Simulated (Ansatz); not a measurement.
**What strain does to MgI2 (CdCl2 type)**

MgI2 built on the CdCl2 prototype, relaxed with r2SCAN+rVV10 in Ansatz. The symmetry is R-3m (No. 166, trigonal); a = 4.157 Å, c = 20.677 Å in the conventional setting, 34.39 Å³ an atom. Mg is surrounded by 6 I at 2.92 Å; I is surrounded by 3 Mg at 2.92 Å.

The axes x, y and z are those of this cell:
```xyz
3
Lattice="2.0787 1.2001 6.8923 -2.0787 1.2001 6.8923 0.0000 -2.4003 6.8923" Properties=species:S:1:pos:R:3 pbc="T T T"
Mg    0.0000    0.0000    0.0000
I     0.0000    0.0000    5.2248
I     0.0000    0.0000   15.4522
```

Unstrained: The PBE gap is indirect, 3.268 eV (Γ to F), below the direct gap of 3.678 eV at F. The r2SCAN gap is indirect, 3.846 eV (Γ to F), below the direct gap of 4.273 eV at F. Meshes: PBE 8×8×8, r2SCAN 8×8×8. Strains are changes of length per length, and xy shears are angles. After each strain the atoms were relaxed again with r2SCAN+rVV10 within the symmetry that the strain leaves, so tilts or polar shifts that break it weren't tested; points keep the names that they have in the unstrained zone. Values at 0 K without nuclear motion; spin polarisation is off, and the phase may be a hypothetical one.

Changes of the least gap in eV (an overlap counts as a negative gap):

| strain | volume change (%) | space group | PBE | r2SCAN |
| --- | --- | --- | --- | --- |
| xy shear, engineering strain (angle) -4.31 % | 0.0 | P-1 | -0.173 | -0.180 |

Xy shear, engineering strain (angle) -4.31 %. r2SCAN: the gap goes from 3.846 to 3.666 eV (-0.180 eV). Stress change with PBE, compression positive: xx +0.03, yy +0.10, zz +0.03, xy +0.72, xz -0.04 GPa.

No spin-orbit coupling is included; it can move band edges with weight on the heavy atoms by tenths of an eV.
